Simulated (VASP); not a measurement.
Set up this calculation in VASP 6.6.1, as the native input.

| Property | Result |
| --- | --- |
| Task | relaxation of cell and atoms |
| Functional | r2SCAN |
| Potentials or basis | VASP PAW PBE potentials, release 64 (Au) |
| Cutoff | 600 eV |
| k mesh | 18 × 18 × 10 |
| Occupations | gaussian, width 0.1 eV |
| Spin | no spin polarisation |
| Further INCAR settings | ALGO = Normal; EDIFF = 1e-07; IBRION = 2; EDIFFG = -0.005; NSW = 90; ISIF = 3 |

The structure of Au lies in POSCAR:

```
Au
1.0
    2.8861660000      0.0000000000      0.0000000000
   -1.4430830000      2.4994930800      0.0000000000
    0.0000000000      0.0000000000      4.7131090800
Au
2
Direct
    0.3333333300      0.6666666700      0.2500000000
    0.6666666700      0.3333333300      0.7500000000
```

This isn't the form of Au at room conditions, which is fcc.

These files were run (other wordings do the same):

INCAR

```
PREC     = Accurate       # precision mode
ENCUT    = 600            # plane-wave cutoff, eV
EDIFF    = 1E-7           # SCF threshold, eV
ISMEAR   = 0              # smearing method
SIGMA    = 0.1            # smearing width, eV
LREAL    = F              # projectors in reciprocal space
LASPH    = T              # aspherical terms in the spheres
NELM     = 80             # most SCF steps
ALGO     = Normal         # electronic algorithm
ISIF     = 3              # what is computed and relaxed
LWAVE    = F              # write WAVECAR
LCHARG   = F              # write CHGCAR
METAGGA  = R2SCAN         # meta-GGA
LMIXTAU  = T            
IBRION   = 2              # ionic algorithm
NSW      = 90             # ionic steps
EDIFFG   = -0.005         # ionic threshold
```

KPOINTS

```
regular mesh
0
Gamma
  18 18 10
```

Potentials or basis: VASP PAW PBE potentials, release 64 (Au).

Launch:

```bash
$ cat potpaw_PBE.64/Au/POTCAR > POTCAR
$ mpirun -np 1 vasp_std > vasp.out
```

Results of the run:

| Quantity | Value |
| --- | --- |
| Relaxed volume | 17.63 Å³/atom |
| Relaxed cell | a = 2.891 Å, b = 2.891 Å, c = 4.871 Å, α = 90.00°, β = 90.00°, γ = 120.00° |
| Space group after relaxing (to 0.05 Å) | P6_3/mmc (No. 194) |
| Energy gained by relaxing | 13.0 meV/atom |
| Ionic steps | 8 |
| Pressure after relaxing | 0.0 GPa |
| Band gap on the k mesh | none (metal or under the smearing width) |

Caveat: the PAW data sets were made with another functional, which shifts forces and pressure a little.

It took 18 min on 1 thread of Intel(R) Xeon(R) 6975P-C (Granite Rapids) (shared host), peak memory 0.27 GiB.
